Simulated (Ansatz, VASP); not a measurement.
CdS in VASP and in Ansatz

```
Cd S
1.0
     0.00000    2.93921    2.93921
     2.98330    0.00000    2.93921
     2.98330    2.93921    0.00000
Cd S
1 1
Direct
  0.00000 0.00000 0.00000
  0.25000 0.25000 0.25000
```

Change from the starting cell: uniaxial_x strain +1.5%.

Alike in both runs: task single point; functional r2SCAN; k mesh 8 × 8 × 8; no spin polarisation.

```csv
,VASP,Ansatz
version,VASP 6.6.1,Ansatz 0.2.0
potentials or method,"VASP PAW PBE potentials, release 64 (Cd, S)","plane waves, PAW"
plane-wave cutoff (eV),520,500
occupations,"gaussian, width 0.01 eV",fixed
valence electrons in the cell,18,26
```

VASP gave:

| Property | Result |
| --- | --- |
| gap on the k mesh at the Fermi level (eV) | 1.49 |
| pressure (GPa) | -0.6 |
| largest component of the traceless stress (GPa) | 0.20 |

Question: Which values does Ansatz return?

Answer: gap on the k mesh at the Fermi level (eV): 1.49; pressure (GPa): -0.9; largest component of the traceless stress (GPa): 0.20.

The two sets of potentials don't hold the same shells in valence.

Caveats: the PAW data sets were made with another functional, which shifts forces and pressure a little (VASP).
